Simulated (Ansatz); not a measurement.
## Run record: Co

We look at Co: an experimental structure (space group Fm-3m, primitive cell doubled), with 2 atoms per cell. The computed pressure is over 10 GPa in size, so the cell is far from the computed equilibrium volume. Source: COD entry 9012937; the sample's temperature and pressure aren't taken into account, and it need not be the stable phase.

Level of theory: DFT, PBE, PAW, plane waves, scalar-relativistic in Ansatz development build ahead of 0.2.0.

The input:

```yaml
crystal:
  lattice:
    - [0.0, 3.5921, 3.5921]
    - [1.79605, 0.0, 1.79605]
    - [1.79605, 1.79605, 0.0]
  atoms:
    - { symbol: Co, position: [0.0, 0.0, 0.0], spin: 3.0 }
    - { symbol: Co, position: [0.5, 0.0, 0.0], spin: -3.0 }
magnetization:
  spin_polarized: true
hamiltonian:
  xc: pbe
  pseudopotentials: { kind: paw }
basis:
  ecutwfc: 420
kpoints:
  mp_grid: { grid: [7, 14, 14] }
scf:
  occupations: { method: fermi_dirac, width: 0.1 }
  lower_state_search: "off"
output:
  forces: true
  stress: true
```

Output (shortened):

```
Pseudopotentials: kind: paw
Pseudopotential: Co, paw, valence charge 17, recommended cutoff 420 eV (normal), Co.paw.azcp
Functional definition: PBE
Crystal: 2 atoms, lattice volume = 23.175 Å³
Basis set: ecut = 420 eV, 487 PW (Γ), exchange–correlation on 72×36×36 points (8 copies of the dense FFT grid, shifted against one another)
Bands: 24, of which v1, the nominal top of the filled ones, is band 17 counted from 1 (16 counted from 0)
Symmetry: 12 space group operations
Space group: R-3m (ITA 166), of the structure as read, at distance tolerance 2.9e-5 Å
Magnetic group: BNS 166.102 (UNI 1332), of the structure as read, at distance tolerance 2.9e-5 Å
k-points: 144 of 1372
Non-local potential: Co, projectors of the file, l = 0: 3, l = 1: 2, l = 2: 3, l = 3: 1
Initial density: superposition of atomic densities (chi_scale 0.1, normalization cell)
Starting moments: Σ|m| = 6 μB on 2 of 2 sites
Starting magnetic order: antiferromagnet; a translation exchanges its spin sublattices: spin-degenerate at every k-point
Initial wavefunctions: pseudopotential atomic-orbital guess
Functional: x = pbe(κ = 0.804, μ = 0.2195149727645171), c = pbe(β = 0.06672455060314922)
spin-down is spin-up translated by (0.5, 0, 0): one eigenproblem is solved per k-point and the antiferromagnetic symmetry of the starting moments is kept exactly by this SCF (crystal.symmetry.spin_inversion_symmetry: false solves both channels; [...]
iter 1 solved again at ethr=9.16e-4 eV; its pass at ethr=3.10e-3 eV (dr2=3.11e-1 eV) is discarded
SCF iter   1: F=—  HF=-10251.290591 eV  |F-HF|=—  |Δ(HF+E_count)|=         —  Δρ=1.12e-1 (↑1.12e-1 ↓1.12e-1)  dr2=3.11e-1  dr2_m=2.50e0  M=0.000 μB ∫|m|=3.965 μB  β_m=0.30  ethr=9.16e-4  ⟨swp⟩=1.3  Hψ=17564  notcnv=0
Mixer restart at iter 1: flushing history
preconditioner: auto → none  [metal: Δε(μ)=0.012 eV  Ē_g=10.364 eV  σ=0.100 eV  W_gap=0.03  n_scr=8 (ndim 8)  ℏωp=32.7 eV  f_vac=0.000  D(μ)=3.23/eV (n_scr^D=48)  sad-step TF]
spin-set hold released at iteration 1 (the charge has settled, or the pull on large starting moments outlasts its swing): the magnetisation degrees of freedom join the quasi-Newton model from the next iteration; the mixer history was flushed
SCF iter   2: F=—  HF=-10251.454978 eV  |F-HF|=—  |Δ(HF+E_count)|=   1.64e-1  Δρ=8.81e-2 (↑8.81e-2 ↓8.81e-2)  dr2=5.06e-2  dr2_m=1.62e0  M=0.000 μB ∫|m|=3.804 μB  β_m=0.63  ethr=9.15e-4  ⟨swp⟩=2.0  Hψ=4218  notcnv=0
SCF iter   3: F=—  HF=-10252.281042 eV  |F-HF|=—  |Δ(HF+E_count)|=   8.26e-1  Δρ=7.17e-2 (↑7.17e-2 ↓7.17e-2)  dr2=2.15e0  dr2_m=1.85e-1  M=0.000 μB ∫|m|=3.173 μB  β_m=0.47  ethr=1.49e-4  ⟨swp⟩=2.9  Hψ=8289  notcnv=0  defer=46
SCF iter   4: F=—  HF=-10251.824467 eV  |F-HF|=—  |Δ(HF+E_count)|=   4.57e-1  Δρ=1.62e-2 (↑1.62e-2 ↓1.62e-2)  dr2=2.39e-2  dr2_m=4.00e-2  M=0.000 μB ∫|m|=2.914 μB  β_m=0.74  ethr=1.49e-4  ⟨swp⟩=2.8  Hψ=8282  notcnv=0  defer=73
[... 1 iterations left out ...]
SCF iter   6: F=—  HF=-10251.843087 eV  |F-HF|=—  |Δ(HF+E_count)|=   1.99e-3  Δρ=2.72e-3 (↑2.72e-3 ↓2.72e-3)  dr2=8.76e-4  dr2_m=8.14e-4  M=0.000 μB ∫|m|=2.590 μB  β_m=0.79  ethr=5.62e-5  ⟨swp⟩=2.0  Hψ=5410  notcnv=0  defer=73
SCF iter   7: F=—  HF=-10251.843338 eV  |F-HF|=—  |Δ(HF+E_count)|=   2.51e-4  Δρ=1.52e-3 (↑1.52e-3 ↓1.52e-3)  dr2=7.31e-4  dr2_m=1.48e-4  M=0.000 μB ∫|m|=2.553 μB  β_m=0.89  ethr=2.58e-6  ⟨swp⟩=2.2  Hψ=5441  notcnv=0  defer=73
SCF iter   8: F=—  HF=-10251.843521 eV  |F-HF|=—  |Δ(HF+E_count)|=   1.83e-4  Δρ=5.67e-4 (↑5.67e-4 ↓5.67e-4)  dr2=1.37e-4  dr2_m=6.24e-6  M=0.000 μB ∫|m|=2.519 μB  β_m=0.92  ethr=2.15e-6  ⟨swp⟩=2.0  Hψ=4829  notcnv=0  defer=73
SCF iter   9: F=—  HF=-10251.843521 eV  |F-HF|=—  |Δ(HF+E_count)|=   9.53e-8  Δρ=2.77e-4 (↑2.77e-4 ↓2.77e-4)  dr2=2.78e-5  dr2_m=3.73e-6  M=0.000 μB ∫|m|=2.517 μB  β_m=0.96  ethr=4.03e-7  ⟨swp⟩=1.0  Hψ=3416  notcnv=0  defer=73
SCF iter  10: F=—  HF=-10251.843512 eV  |F-HF|=—  |Δ(HF+E_count)|=   9.63e-6  Δρ=4.61e-5 (↑4.61e-5 ↓4.61e-5)  dr2=9.08e-8  dr2_m=3.39e-7  M=0.000 μB ∫|m|=2.517 μB  β_m=0.98  ethr=8.17e-8  ⟨swp⟩=2.2  Hψ=4766  notcnv=0  defer=73
SCF iter  11: F=—  HF=-10251.843513 eV  |F-HF|=—  |Δ(HF+E_count)|=   1.07e-6  Δρ=2.19e-5 (↑2.19e-5 ↓2.19e-5)  dr2=1.05e-7  dr2_m=3.54e-8  M=0.000 μB ∫|m|=2.518 μB  β_m=0.99  ethr=2.67e-10  ⟨swp⟩=4.0  Hψ=11542  notcnv=0
SCF iter  12: F=-10251.843513 eV  HF=-10251.843513 eV  |F-HF|=4.01e-9  |Δ(HF+E_count)|=   1.33e-7  Δρ=6.74e-6 (↑6.74e-6 ↓6.74e-6)  dr2=8.87e-9  dr2_m=6.62e-9  M=0.000 μB ∫|m|=2.518 μB  ethr=2.67e-10  ⟨swp⟩=2.0  Hψ=11446  notcnv=0
SCF 1 converged in 12 iterations: F = -10251.843513 eV  dr2 = 8.87e-9
  greatest PAW one-centre occupation: 1.001 electrons in one spin orbital (limit 2), on the Co atom at site 1 (counted from 0), in its partial waves of l = 1
SCF converged after 12 iterations
Magnetization: 0.0000 μB (17.0000 up, 17.0000 down)
Absolute magnetization: 2.5179 μB (∫|ρ↑−ρ↓|, with the PAW one-centre terms)
Spin contamination: 0.8767 ħ² per cell (⟨S²⟩ above its minimum at these occupations)
Per-site moments (μB) at R_I (Å): [(1.2310, 1.0477), (-1.2310, 1.0477)]
Free energy (F): -10251.843513 eV
Harris-Foulkes:  -10251.843513 eV  (|F-HF|=4.01e-9)
Internal energy: -10251.690434 eV  (E = F + TS)
E sigma→0 (E₀):  -10251.766974 eV
Entropy (-TS):   -0.153079 eV (-76.539 meV/atom)
Fermi energy:    17.229397 eV
--- Per-component energies (eV) ---
  E_band       = -534.064107
  E_kinetic    = 903.521535
  E_local      = -5849.711748  (includes V_loc(G=0)·N_el)
  E_nonlocal   = 907.861572
  E_hartree    = 2443.890655
  E_xc         = -316.566075
  E_vxc        = -408.407179  (∫ρ·V_xc dr)
  E_paw        = -3029.060372  (= ΣΔE_a)
  E_vpaw       = -975.118932  (= ΣTr[D̂ρ^β])
  E_aug_tail   = 0.000138  (compensation charges beyond the density's cutoff)
  E_ewald      = -5311.626140
  E_smearing   = -0.153079  (= −TS)
  E_closure    = 0.000000  (closes the sum)
  Σ components = -10251.843513   (vs F -10251.843513, Δ=0.00e0)
--- Forces (eV/Å), atoms counted from 1 ---
  atom   1  Co     0.00000000     0.00000000    -0.00000000
  atom   2  Co     0.00000000     0.00000000    -0.00000000
  max |Σ_I F_I| component: 4.31e-29 eV/Å
--- Stress (GPa, compression-positive) ---
      -14.912858      -1.757571      -1.757571
       -1.757571     -14.912858       1.757571
       -1.757571       1.757571     -14.912858
  P = ⅓ Tr σ = -14.9129 GPa (-149.129 kbar)
```

Among 13 converged runs of this cell from various starts and settings, this end is 210 meV/atom above the lowest found (ferromagnetic, site moments Co1 1.79, Co2 1.79 μB, total 3.43 μB per cell, no gap on the k-mesh).

The log names the space group R-3m, not the crystal's Fm-3m, as the starting moments make like atoms unequal.

The run took 1.8 s on 2 threads of Intel(R) Xeon(R) 6975P-C, on a shared host, peak memory 0.5 GiB.
